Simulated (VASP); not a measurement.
VASP 6.6.1 run: GaAs

INCAR

```
NELM = 120
LWAVE = .FALSE.
IBRION = -1
NSW = 0
LCHARG = .FALSE.
PREC = Accurate
NBANDS = 16
ISIF = 2
NELMIN = 4
LREAL = .FALSE.
SIGMA = 0.2
ISMEAR = 0
GGA = PE
LASPH = .TRUE.
ENCUT = 520
EDIFF = 1E-7
```

KPOINTS

```
KPOINTS created by Atomic Simulation Environment
0
Gamma
8 8 8
0 0 0
```

POSCAR

```
Ga As
 1.0000000000000000
     0.0000000000000000    2.8330850953000000    2.9464084990999999
     2.8330850953000000    0.0000000000000000    2.9464084990999999
     2.8330850953000000    2.8330850953000000    0.0000000000000000
 Ga  As
   1   1
Cartesian
  0.0000000000000000  0.0000000000000000  0.0000000000000000
  1.4165425476499998  1.4165425476499998  1.4732042495500000
```

The recommended PBE PAW datasets give the neutral cell 18 valence electrons.

Command

```
mpirun -np 1 vasp_std
```

OSZICAR

```
N       E                     dE             d eps       ncg     rms          rms(c)
DAV:   1     0.851548719559E+02    0.85155E+02   -0.89766E+03  1936   0.152E+03
DAV:   2    -0.159564407653E+01   -0.86751E+02   -0.82505E+02  2200   0.315E+02
DAV:   3    -0.830792996129E+01   -0.67123E+01   -0.66897E+01  2280   0.669E+01
DAV:   4    -0.841256677394E+01   -0.10464E+00   -0.10462E+00  2392   0.932E+00
DAV:   5    -0.841401306236E+01   -0.14463E-02   -0.14463E-02  2328   0.975E-01    0.277E+00
DAV:   6    -0.827797609628E+01    0.13604E+00   -0.21227E-01  2880   0.756E+00    0.166E+00
DAV:   7    -0.826090965087E+01    0.17066E-01   -0.58066E-02  2272   0.168E+00    0.557E-01
DAV:   8    -0.826176743555E+01   -0.85778E-03   -0.97193E-03  2312   0.109E+00    0.958E-02
DAV:   9    -0.826216948895E+01   -0.40205E-03   -0.92740E-04  2376   0.370E-01    0.523E-02
DAV:  10    -0.826223627976E+01   -0.66791E-04   -0.68432E-05  2600   0.775E-02    0.284E-02
DAV:  11    -0.826228928673E+01   -0.53007E-04   -0.76200E-05  2128   0.637E-02    0.356E-03
DAV:  12    -0.826228959137E+01   -0.30464E-06   -0.12117E-06  2432   0.143E-02    0.153E-03
DAV:  13    -0.826228999458E+01   -0.40321E-06   -0.56125E-07  2304   0.547E-03    0.632E-04
DAV:  14    -0.826228998888E+01    0.57021E-08   -0.11304E-08  1904   0.111E-03
   1 F= -.82622900E+01 E0= -.82619172E+01  d E =-.745612E-03
```

From OUTCAR

```
k-points           NKPTS =     59   k-points in BZ     NKDIM =     59   number of bands    NBANDS=     16

   NELECT =      18.0000    total number of electrons

   dimension x,y,z NGX =    30 NGY =   30 NGZ =   30
   dimension x,y,z NGXF=    60 NGYF=   60 NGZF=   60

  energy-cutoff  :      520.00
  volume of cell :       47.30
      direct lattice vectors                 reciprocal lattice vectors
     0.000000000  2.833085095  2.946408499    -0.176486051  0.176486051  0.169698126
     2.833085095  0.000000000  2.946408499     0.176486051 -0.176486051  0.169698126
     2.833085095  2.833085095  0.000000000     0.176486051  0.176486051 -0.169698126

 k-points in reciprocal lattice and weights: KPOINTS created by Atomic Simulation Env
   0.00000000  0.00000000  0.00000000       0.002
   0.12500000  0.00000000  0.00000000       0.016
   0.25000000  0.00000000  0.00000000       0.016
   0.37500000  0.00000000  0.00000000       0.016
   0.50000000  0.00000000  0.00000000       0.008
   0.12500000  0.12500000  0.00000000       0.004
   0.25000000  0.12500000  0.00000000       0.016
   0.37500000  0.12500000  0.00000000       0.016
   ...

 E-fermi :   3.7037

 k-point     1 :       0.0000    0.0000    0.0000
  band No.  band energies     occupation
      1     -11.2261      2.00000
      2     -11.2162      2.00000
      3     -11.2162      2.00000
      4     -11.1548      2.00000
      5     -11.1481      2.00000
      6      -8.8898      2.00000
      7       3.3594      1.98507
      8       3.5895      1.58054
      9       3.5895      1.58054
     10       3.6815      1.12460
     11       7.2021      0.00000
     12       7.2021      0.00000
     13       7.3092      0.00000
     14      10.9617      0.00000
     15      13.1194      0.00000
     16      13.8945      0.00000

 k-point     2 :       0.1250    0.0000    0.0000
  band No.  band energies     occupation
      1     -11.2316      2.00000
      2     -11.2183      2.00000
      3     -11.2132      2.00000
      4     -11.1552      2.00000
      5     -11.1479      2.00000
      6      -8.7194      2.00000
      7       1.5161      2.00000
      8       3.2045      1.99958
      9       3.3855      1.97554
     10       4.8835      0.00000
     11       7.4779      0.00000
     12       7.5367      0.00000
     13       7.7328      0.00000
     14      11.8568      0.00000
     15      12.4325      0.00000
     16      12.9778      0.00000

 k-point     3 :       0.2500    0.0000    0.0000
  band No.  band energies     occupation
      1     -11.2543      2.00000
      2     -11.2129      2.00000
      3     -11.2068      2.00000
      4     -11.1553      2.00000
      5     -11.1468      2.00000
      6      -8.2444      2.00000
      7      -0.5403      2.00000
      8       2.7587      2.00000
      9       3.0007      2.00000
     10       4.8030      0.00000
     11       8.0137      0.00000
     12       8.0939      0.00000
     13       9.2643      0.00000
     14      12.1921      0.00000
     15      12.5773      0.00000
     16      12.6014      0.00000

 ...

  Total        0.3346402      0.3346402     -0.3783417      0.0000000      0.0000000      0.0000000
  in kB       11.3356525     11.3356525    -12.8160028      0.0000000      0.0000000      0.0000000
  external PRESSURE =       3.2851007 kB  Pullay stress =       0.0000000 kB

 POSITION                                       TOTAL-FORCE (eV/Angst)
 -----------------------------------------------------------------------------------
      0.00000      0.00000      0.00000         0.000000      0.000000      0.000000
      1.41654      1.41654      1.47320        -0.000000     -0.000000     -0.000000
 -----------------------------------------------------------------------------------
    total drift:                                0.000002      0.000002      0.000002

  FREE ENERGIE OF THE ION-ELECTRON SYSTEM (eV)
  ---------------------------------------------------
  free  energy   TOTEN  =        -8.2622899889 eV

  energy  without entropy=       -8.2615443771  energy(sigma->0) =       -8.26191718
```

It converged. Results: gap between bands v and c on the k mesh 0.09 eV; least direct gap on the k mesh 0.09 eV; pressure 0.3 GPa. Band v is the last that the valence electrons fill when counted band by band, and c is the next.

For comparison, a separate PBE run of the intended cell, on usual settings and not on those above, gives a gap of 0.09 eV on its mesh and a pressure of 0.3 GPa.

The run above took about 20 s on one core of a shared host (Intel Xeon 6975P-C) and held 0.19 GiB at most.
